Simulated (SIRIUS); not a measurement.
Mo, 1 atom in the cell. It takes space group Im-3m (No. 229, cubic). Conventional cell: a = 3.168 Å, b = 3.168 Å, c = 3.168 Å, α = 90.00°, β = 90.00°, γ = 90.00°. Mo (site symmetry m-3m) has 8 Mo at 2.74 Å as nearest neighbours. 

- Program: SIRIUS 7.10.0
- Task: single point
- Functional: PBE
- Potentials or basis: GBRV 1.5 PBE (ultrasoft)
- Cutoff: 557 eV
- Density cutoff: 5442 eV
- k mesh: 12 × 12 × 12
- Occupations: fermi-dirac, width 0.05 eV
- Spin: no spin polarisation
- Libxc names: ["XC_GGA_X_PBE", "XC_GGA_C_PBE"]
- Energy tol: 1e-08 Ha
- Density tol: 1e-06
- Mixer: anderson
- Mixing beta: 0.7
- Max scf: 100

Potentials or basis: GBRV 1.5 PBE (ultrasoft).

The run is started by

```console
$ upf_to_json mo_pbe_v1.uspp.F.UPF
$ OMP_NUM_THREADS=1 sirius.scf --input=sirius.json --output=out.json --task=0
```

Hardware: 1 thread of Arm Neoverse V1, on a shared host.

Task: How long does it take, and how much memory?

Result: Wall time 12 s on 1 thread of Arm Neoverse V1, with other jobs on the host, peak memory 0.2 GiB. Counts: scf iterations 11, k points 72, plane waves 459, bands 14.
